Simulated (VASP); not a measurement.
The system is TiO2.

```
Ti O
1.0
    -1.89210    1.89210    4.75730
     1.89210   -1.89210    4.75730
     1.89210    1.89210   -4.75730
Ti O
2 4
Direct
  0.00000 0.00000 0.00000
  0.75000 0.25000 0.50000
  0.20810 0.20810 0.00000
  0.95810 0.45810 0.50000
  0.54190 0.04190 0.50000
  0.79190 0.79190 0.00000
```

* Program: VASP 6.6.1
* Task: relaxation of cell and atoms
* Functional: LDA
* Potentials or basis: VASP PAW LDA potentials, release 64 (Ti_sv, O)
* Cutoff: 600 eV
* k mesh: 10 × 10 × 10
* Occupations: gaussian, width 0.03 eV
* Spin: no spin polarisation

At the start: pressure -5.8 GPa; volume 11.35 Å³/atom.

Task: How do energy, volume and symmetry change on relaxing?

Result: Over 6 steps the energy falls by 5.6 meV/atom and the volume is 11.06 Å³/atom (-2.6 %); space group I4_1/amd (No. 141, to 0.05 Å).

The path:
```
step  energy change (eV)  largest force (eV/Å)  pressure (GPa)  volume (Å³)
   1              0.0000                0.0899           -5.77        68.13
   2              0.0280                0.3180            8.76        64.17
   3             -0.0325                0.0757           -0.06        66.42
   4             -0.0325                0.0794            0.01        66.38
   5             -0.0333                0.0232            0.06        66.31
   6             -0.0334                0.0030            0.07        66.33
```

Final structure:
```xyz
6
Lattice="-1.8727 1.8727 4.7286 1.8727 -1.8727 4.7286 1.8727 1.8727 -4.7286" Properties=species:S:1:pos:R:3 pbc="T T T"
Ti    0.0000    0.0000    0.0000
Ti    0.0000    1.8727    2.3643
O     1.8727    1.8727   -2.7600
O     0.0000    1.8727    4.3330
O     0.0000    1.8727    0.3956
O     0.0000    0.0000    7.4886
```
